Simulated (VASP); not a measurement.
Set up this calculation in VASP 6.6.1, as the native input.

```
Task                   : single point
Functional             : PBE
Potentials or basis    : VASP PAW PBE potentials, release 64 (Mn_pv, S)
Cutoff                 : 520 eV
k mesh                 : 14 × 14 × 14
Occupations            : gaussian, width 0.1 eV
Spin                   : collinear spin, typed start
Starting moments       : [4.57, 0.13] μB
Dipole correction      : no
Further INCAR settings : ALGO = Normal; EDIFF = 1e-06; NBANDS = 20
```

The structure of MnS lies in POSCAR:

```
MnS
1.0
    0.0000000000      2.8222405348      2.8222405348
    2.8222405348      0.0000000000      2.8222405348
    2.8222405348      2.8222405348      0.0000000000
Mn S
1 1
Direct
    0.0000000000      0.0000000000      0.0000000000
    0.7500000000      0.7500000000      0.7500000000
```

These files were run (other wordings do the same):

INCAR

```
ALGO = Normal ; EDIFF = 1E-6
ENCUT = 520 ; GGA = PE
ISIF = 2 ; ISMEAR = 0
ISPIN = 2 ; LASPH = T
LCHARG = T ; LELF = T
LMAXMIX = 4 ; LORBIT = 11
LREAL = F ; LVHAR = T
LWAVE = F ; MAGMOM = 4.57 0.13
NBANDS = 20 ; NELM = 150
PREC = Accurate ; SIGMA = 0.1
```

KPOINTS

```
k-points
0
Gamma
  14 14 14
```

Potentials or basis: VASP PAW PBE potentials, release 64 (Mn_pv, S).

Run with:

```console
$ cat potpaw_PBE.64/Mn_pv/POTCAR potpaw_PBE.64/S/POTCAR > POTCAR
$ mpirun -np 1 vasp_std > vasp.out
```

It gave:

The pressure is 0.0 GPa. The band gap on the k mesh is none (metal or under the smearing width) and the net moment is 4.97 μB per cell. The site moments are Mn +4.36; S +0.09 μB. The valence electrons inside the program's atomic spheres are Mn 11.35; S 3.76.

Caveat: a cell with one magnetic atom can't hold antiferromagnetic order, which such compounds often take; semilocal functionals often make such compounds metallic where correlation or magnetic order opens a gap, which also shifts bond lengths.

Wall time 3 min on 1 thread of Intel(R) Xeon(R) Platinum 8259CL CPU @ 2.50GHz (Skylake/Cascade Lake), on a shared host, peak memory 0.28 GiB.
